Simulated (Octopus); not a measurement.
# PbS (Galena) (Fm-3m) in Octopus: reference runs

Aim: a first look at PbS (Galena) with PBEsol, on the cell as given.

All numbers are computed with Octopus 16.4; they aren't measurements. Logs are shortened: lines on timing, memory, paths and dates and some standing lists are left out, and cuts for length are marked.

**1. Starting point**

Symmetry: Fm-3m, No. 225, cubic system. Conventional cell: a = 5.931 Å, b = 5.931 Å, c = 5.931 Å, α = 90.00°, β = 90.00°, γ = 90.00°. Around Pb (site symmetry m-3m) lie 6 S at 2.97 Å. Around S (site symmetry m-3m) lie 6 Pb at 2.97 Å.

**2. Single point, PBEsol**

The input, inp:

```
CalculationMode = gs
UnitsOutput = eV_Angstrom
PeriodicDimensions = 3
ExperimentalFeatures = yes
PseudopotentialSet = pseudodojo_pbesol
%LatticeParameters
 1*angstrom | 1*angstrom | 1*angstrom
%
%LatticeVectors
 0 | 2.96575 | 2.96575
 2.96575 | 0 | 2.96575
 2.96575 | 2.96575 | 0
%
%ReducedCoordinates
 "Pb" | 0 | 0 | 0
 "S" | 0.5 | 0.5 | 0.5
%
%Spacing
 0.15534088*angstrom | 0.15534088*angstrom | 0.15534088*angstrom
%
DerivativesOrder = 8
%KPointsGrid
 8 | 8 | 8
%
KPointsUseSymmetries = yes
XCFunctional = gga_x_pbe_sol + gga_c_pbe_sol
SmearingFunction = fermi_dirac
Smearing = 0.05*eV
ExtraStates = 6
Eigensolver = chebyshev_filter
ConvRelDens = 3e-7
MaximumIter = 120
```

Potentials or basis: pseudodojo_pbesol (PseudoDojo 0.4, PBEsol).

Command:

```sh
> OMP_NUM_THREADS=1 octopus > out.log
```

out.log:

```text
Running octopus

Version                : 16.4
Optional libraries     :

************************** Calculation Mode **************************
Input: [CalculationMode = gs]
**********************************************************************

Input: [SpinComponents = unpolarized]

******************************* Space ********************************
Octopus will run in 3 dimension(s).
Octopus will treat the system as periodic in 3 dimension(s).
**********************************************************************

Input: [AllElectronType = no]
Input: [PseudopotentialSet = pseudodojo_pbesol]
Reading Coordinates from ReducedCoordinates block

****************************** Species *******************************
  Species 'Pb'
    type             : pseudopotential
    file             : 'Pb.upf'
    file format      : UPF2
    valence charge   : 14.0
    atomic number    :  82
    form on file     : kleinman-bylander
    lmax             : 2
    llocal           : -1
    projectors per l : 2
    total projectors : 6
    application form : kleinman-bylander
    orbitals         :  9
    bound orbitals   :  9

  Species 'S'
    type             : pseudopotential
    file             : 'S.upf'
    file format      : UPF2
    valence charge   : 6.0
    atomic number    :  16
    form on file     : kleinman-bylander
    lmax             : 2
    llocal           : -1
    projectors per l : 2
    total projectors : 6
    application form : kleinman-bylander
    orbitals         :  4
    bound orbitals   :  4

**********************************************************************

***************************** Symmetries *****************************
Space group No.  225
International: Fm-3m
Schoenflies: Oh^5
Info: The system has    48 symmorphic symmetries that can be used.
  Index                Rotation matrix                      Fractional translations
    1 :     1   0   0     0   1   0     0   0   1      0.000000    0.000000    0.000000
    2 :    -1   0   0     0  -1   0     0   0  -1      0.000000    0.000000    0.000000
    3 :     1   0  -1     1   0   0     1  -1   0      0.000000    0.000000    0.000000
    4 :    -1   0   1    -1   0   0    -1   1   0      0.000000    0.000000    0.000000
    5 :     0   1  -1     1   0  -1     0   0  -1      0.000000    0.000000    0.000000
    6 :     0  -1   1    -1   0   1     0   0   1      0.000000    0.000000    0.000000
[... 40 lines left out ...]
   47 :     0   1  -1    -1   1   0     0   1   0      0.000000    0.000000    0.000000
   48 :     0  -1   1     1  -1   0     0  -1   0      0.000000    0.000000    0.000000
Info: The system also has     0 nonsymmorphic symmetries (not used for electrons).
**********************************************************************

Input: [CurvMethod = curv_affine]
Input: [DerivativesStencil = stencil_stargeneral]

****************************** Lattice *******************************
  Lattice Vectors [A]
    0.000000    2.965750    2.965750
    2.965750    0.000000    2.965750
    2.965750    2.965750    0.000000
  Cell volume =            52.1715 [A^3]
  Reciprocal-Lattice Vectors [A^-1]
   -1.059291    1.059291    1.059291
    1.059291   -1.059291    1.059291
    1.059291    1.059291   -1.059291
  Cell angles [degree]
    alpha =   60.000
    beta  =   60.000
    gamma =   60.000
**********************************************************************

Checking if the generated full k-point grid is symmetric

    29 k-points generated from parameters :
 ---------------------------------------------------
    n =    8    8    8

    s1  =  0.00  0.00  0.00
[... 123 lines left out ...]
Info: Mixing uses    4 steps and restarts after   20 steps.
Input: [LCAOStart = lcao_states]
Input: [LCAOScaleFactor = 1.000]
Input: [LCAOMaximumOrbitalRadius = 10.58 A]

** Warning:
**   Cannot do LCAO for all states because there are not enough atomic orbitals.
**   Required: 16. Available: 13. 3 orbitals will be randomized.

Info: Unnormalized total charge =     20.001839
Info: Renormalized total charge =     20.000000

** Warning:
**   Symmetrization discrepancy ratio (scalar) =  1.34587E-05

Info: Setting up Hamiltonian.
Info: Performing initial LCAO calculation with     13 orbitals.
Info: Getting Hamiltonian matrix elements.

Eigenvalues [eV]
 #st  Spin   Eigenvalue      Occupation
#k =       1, k = (  0.000000,  0.000000,  0.000000)
   1   --   -11.268616       2.000000
   2   --   -11.268616       2.000000
   3   --   -11.245001       2.000000
   4   --   -11.245001       2.000000
   5   --   -11.244791       2.000000
   6   --    -9.531273       2.000000
   7   --    -1.300208       2.000000
   8   --     1.871235       2.000000
   9   --     1.871235       2.000000
  10   --     1.871975       2.000000
  11   --    10.327633       1.997068
  12   --    10.327633       1.997068
  13   --    10.327688       1.997065
#k =       2, k = (  0.125000,  0.000000,  0.000000)
   1   --   -10.974996       2.000000
   2   --   -10.974581       2.000000
   3   --   -10.622978       2.000000
   4   --   -10.622753       2.000000
   5   --   -10.488783       2.000000
   6   --    -9.394323       2.000000
   7   --    -1.704917       2.000000
   8   --     2.073251       2.000000
   9   --     2.073909       2.000000
  10   --     2.665169       2.000000
  11   --    10.538400       1.819136
  12   --    10.538446       1.818982
  13   --    10.639861       1.138672
[... 27 further k-points ...]
Fermi energy =    10.653818 eV
Generating random wavefunctions for states       14 and above
Orthogonalizing wavefunctions.
Info: Ground-state restart information will be written to 'restart/gs'.
Info: SCF using complex wavefunctions.
Info: Starting SCF iteration.

** Warning:
**   Symmetrization discrepancy ratio (scalar) =  1.74474E-02

*********************** SCF CYCLE ITER #    1 ************************
 etot  = -2.20929429E+03 abs_ev   =  9.00E+01 rel_ev   =  7.13E-01
 ediff =        8.12E+01 abs_dens =  1.41E+00 rel_dens =  7.03E-02
Matrix vector products: 725
Converged eigenvectors: 0

#  State  KPoint  Eigenvalue [eV]  Occupation    Error
      1      29      -11.544927    2.000000   ( 7.5E-04)
      1      26      -11.513343    2.000000   ( 1.1E-03)
      1      28      -11.512910    2.000000   ( 1.2E-03)
      1      24      -11.492743    2.000000   ( 6.8E-04)
      1      25      -11.479096    2.000000   ( 1.1E-03)
      1      27      -11.476053    2.000000   ( 8.8E-04)
      1      23      -11.465363    2.000000   ( 8.3E-04)
      1      21      -11.463644    2.000000   ( 7.2E-04)
[... 23 lines left out ...]
     16      25       17.137686    0.000000   ( 1.0E-01)
     16       8       17.346085    0.000000   ( 1.4E-01)
     16      26       17.607745    0.000000   ( 9.9E-02)
     16      21       17.690853    0.000000   ( 1.3E-01)
     16      27       17.947754    0.000000   ( 1.0E-01)
     16      23       18.015395    0.000000   ( 1.4E-01)
     16      29       18.088633    0.000000   ( 5.7E-02)
     16      28       18.741762    0.000000   ( 1.2E-01)

Density of states:

-%--------------------------------------------------------------------
-%--------------------------------------------------------------------
-%--------------------------------------------------------------------
-%--------------------------------------------------------------------
-%--------------------------------------------------------------------
-%--------------------------------------------------------------------
-%--------------------------------------------------------------------
-%--------------------------------------------------------------------
%%--------------------------------------------------------------------
%%-----%%----------%%------%%%%%-%%------%-%%%%%-----%--%---%%%%------
                                     ^

Fermi energy =     4.646941 eV

**********************************************************************

*********************** SCF CYCLE ITER #    2 ************************
 etot  = -2.21219083E+03 abs_ev   =  1.11E+00 rel_ev   =  8.71E-03
 ediff =        1.06E-01 abs_dens =  5.85E-01 rel_dens =  2.93E-02
Matrix vector products: 725
Converged eigenvectors: 0
[... 139 lines left out ...]
*********************** SCF CYCLE ITER #   14 ************************
 etot  = -2.21301303E+03 abs_ev   =  1.83E-05 rel_ev   =  1.43E-07
 ediff =        1.68E-06 abs_dens =  2.86E-06 rel_dens =  1.43E-07
Matrix vector products: 725
Converged eigenvectors: 0

#  State  KPoint  Eigenvalue [eV]  Occupation    Error
      1      29      -12.103824    2.000000   ( 1.1E-07)
      1      26      -12.084006    2.000000   ( 1.4E-07)
      1      28      -12.082968    2.000000   ( 1.4E-07)
      1      24      -12.071682    2.000000   ( 1.4E-07)
      1      25      -12.062554    2.000000   ( 1.2E-07)
      1      27      -12.058197    2.000000   ( 1.1E-07)
      1      21      -12.053516    2.000000   ( 1.4E-07)
      1      23      -12.053332    2.000000   ( 1.4E-07)
[... 23 lines left out ...]
     16      24       16.127338    0.000000   ( 5.0E-03)
     16      21       16.145775    0.000000   ( 2.9E-02)
     15      26       16.241792    0.000000   ( 1.0E-02)
     16      28       16.361198    0.000000   ( 2.1E-02)
     16      23       16.365380    0.000000   ( 2.4E-02)
     16      26       16.510604    0.000000   ( 1.1E-02)
     16      27       16.866349    0.000000   ( 2.3E-02)
     16      29       17.090555    0.000000   ( 5.0E-03)

Density of states:

%---------------------------------------------------------------------
%---------------------------------------------------------------------
%---------------------------------------------------------------------
%---------------------------------------------------------------------
%---------------------------------------------------------------------
%---------------------------------------------------------------------
%---------------------------------------------------------------------
%---------------------------------------------------------------------
%---------------------------------------------------------------------
%----------%%-------%%---------%%%%%%%------%-%%%%%-----%--%--%%%-----
                                        ^

Fermi energy =     4.906523 eV

**********************************************************************

Info: SCF converged in   14 iterations

** Warning:
**   Some of the states are not fully converged!

Info: Number of matrix-vector products:      10150
Info: Finished writing information to 'restart/gs'.

Octopus emitted 18 warnings.
```

It took 3.1 min on 1 thread of Arm Neoverse V2, shared host; peak memory 0.59 GiB.

What came out:

* Free energy: -2213.0134 eV
* Band gap on the k mesh: 0.26 eV, direct

Caveat: spin-orbit coupling is left out, which as a rule narrows the gap of such compounds by several tenths of an eV. A k mesh can miss the band edges.
